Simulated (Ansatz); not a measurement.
# TiAl3: the cost of one run

Method: DFT PBEsol, scalar-relativistic, plane waves, PAW, in Ansatz 0.2.0.

2 further runs of the same task are left out: 2 set aside as unsound or not needed.

## 1. Starting point

Symmetry: Pmm2, No. 25, orthorhombic system. The conventional cell has a = 2.781 Å, b = 4.671 Å, c = 4.893 Å, α = 90.00°, β = 90.00°, γ = 90.00°. Ti (site symmetry mm2) is surrounded by 2 Ti at 2.78 Å and 10 Al at 2.81 to 2.84 Å. Al (site symmetry mm2) is surrounded by 8 Al at 2.78 to 2.85 Å and 4 Ti at 2.81 to 2.82 Å. Al (site symmetry mm2) is surrounded by 8 Al at 2.78 to 2.84 Å and 4 Ti at 2.84 Å. Around Al (site symmetry mm2) lie 10 Al at 2.78 to 2.85 Å and 2 Ti at 2.82 Å.

As a file:

```cif
data_structure
_symmetry_space_group_name_H-M 'Pmm2'
_symmetry_Int_Tables_number 25
_cell_length_a 2.7814
_cell_length_b 4.6711
_cell_length_c 4.8934
_cell_angle_alpha 90.000
_cell_angle_beta 90.000
_cell_angle_gamma 90.000
_cell_volume 63.58
loop_
_atom_site_label
_atom_site_type_symbol
_atom_site_symmetry_multiplicity
_atom_site_Wyckoff_symbol
_atom_site_fract_x
_atom_site_fract_y
_atom_site_fract_z
_atom_site_occupancy
Ti1 Ti 1 b 0.00000 0.50000 0.16317 1
Al1 Al 1 d 0.50000 0.50000 0.66405 1
Al2 Al 1 c 0.50000 0.00000 0.33311 1
Al3 Al 1 a 0.00000 0.00000 0.83967 1
```

It goes back to an entry of the Materials Project, which need not be the stable form.

It is built from the cell relaxed beforehand with the same method (15.89 Å³/atom).

## 2. The undisturbed cell

The input, input.yaml:

```yaml
crystal:
  lattice:
    - [2.7813912067, 0.0, 0.0]
    - [0.0, 4.6710700316, 0.0]
    - [0.0, 0.0, 9.7868060773]
  atoms:
    - { symbol: Ti, position: [0.0, 0.5, 0.0815841035] }
    - { symbol: Ti, position: [0.0, 0.5, 0.5815841035] }
    - { symbol: Al, position: [0.5, 0.5, 0.3320232623] }
    - { symbol: Al, position: [0.5, 0.5, 0.8320232623] }
    - { symbol: Al, position: [0.5, 0.0, 0.1665550908] }
    - { symbol: Al, position: [0.5, 0.0, 0.6665550908] }
    - { symbol: Al, position: [0.0, 0.0, 0.4198370434] }
    - { symbol: Al, position: [0.0, 0.0, 0.9198370434] }
basis:
  ecutwfc: 420
kpoints:
  mp_grid: { grid: [12, 8, 4] }
hamiltonian:
  xc: pbesol
scf:
  occupations: { method: gaussian, width: 0.15 }
output:
  forces: true
  stress: true
  eigenvalues: true
  write_density: true
  write_potential: true
  elf: true
  volumetric_format: npy
```

On the command line:

```console
$ ansatz run input.yaml --threads 2 --pin off --max-ram 5120MiB --backend cpu --events-out ev --progress --plain --runs-dir out
```

What time and memory should one allow on 2 threads of AMD EPYC 7R43 (Zen 3), shared host?

About 13 s, with a peak of 0.59 GiB.
